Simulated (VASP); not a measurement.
Write the native input for VASP 6.6.1 that does the following.

```yaml
Task: relaxation of the atoms
Functional: PBE
Potentials_or_basis: VASP PAW PBE potentials, release 64 (In_d, P)
Cutoff: 600 eV
k_mesh: 8 × 8 × 8
Occupations: gaussian, width 0.03 eV
Spin: no spin polarisation
Further_INCAR_settings: ALGO = Fast; EDIFF = 1e-07; IBRION = 2; EDIFFG = -0.01; NSW = 40
```

The structure of InP lies in POSCAR:

```
InP                                     
1.0
    0.0000000000      3.0183577098      3.0183577098
    3.0183577098      0.0000000000      3.0183577098
    3.0183577098      3.0183577098      0.0000000000
  In              P             
     1     1
Direct
     0.0000000000000000    0.0000000000000000    0.0000000000000000
     0.2500000000000000    0.2500000000000000    0.2500000000000000
```

The cell isn't the ideal one: a relaxed cell with its volume scaled by 1.04.

The input as run:

INCAR

```
PREC = Accurate ; ENCUT = 600
EDIFF = 1E-7 ; ISMEAR = 0
SIGMA = 0.03 ; LREAL = False
LASPH = True ; NELM = 80
ALGO = Fast ; ISIF = 2
LWAVE = False ; LCHARG = False
GGA = PE ; IBRION = 2
NSW = 40 ; EDIFFG = -0.01
```

KPOINTS

```
Automatic mesh
0
Gamma
  8 8 8
```

Potentials or basis: VASP PAW PBE potentials, release 64 (In_d, P).

Command:

```console
$ cat potpaw_PBE.64/In_d/POTCAR potpaw_PBE.64/P/POTCAR > POTCAR
$ mpirun -np 1 vasp_std > vasp.out
```

It gave:

The pressure after relaxing is -2.1 GPa and the band gap on the k mesh is 0.23 eV, direct.

Caveat: the relaxation stopped at its first step, so nothing moved; spin-orbit coupling is left out, which moves the levels of the heavy elements.

Wall time 58 s on 1 thread of Intel(R) Xeon(R) Platinum 8375C CPU @ 2.90GHz (Ice Lake) (shared host), peak memory 0.21 GiB.
